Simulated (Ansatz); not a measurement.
Bi:

```xyz
1
Lattice="-1.9814 1.9814 1.9814 1.9814 -1.9814 1.9814 1.9814 1.9814 -1.9814" Properties=species:S:1:pos:R:3 pbc="T T T"
Bi    0.0000    0.0000    0.0000
```

This isn't the form of Bi at room conditions, which is rhombohedral.

Base run:

```yaml
Program: Ansatz 0.2.0
Functional: BLYP
Potentials_or_basis: all-electron LAPW, scalar-relativistic
Cutoff: 160 eV
Density_cutoff: 638 eV
Basis_error_allowed: 0.001 eV/atom
k_mesh: 9 × 9 × 9
Occupations: fermi-dirac, width 0.05 eV
Spin: no spin polarisation
```

Its results: pressure 5.0 GPa.

Problem. The run is repeated on the same cell with these changes: functional from BLYP to PBEsol; k mesh from 9 × 9 × 9 to 7 × 7 × 7. What comes out?

Solution. Pressure -1.0 GPa.

Several settings changed at once, so the effect can't be laid on one alone.

Caveats: the k mesh is thin for a metal, which can move the energy by tens of meV per atom (some runs).

Not every run made on this cell is shown here.
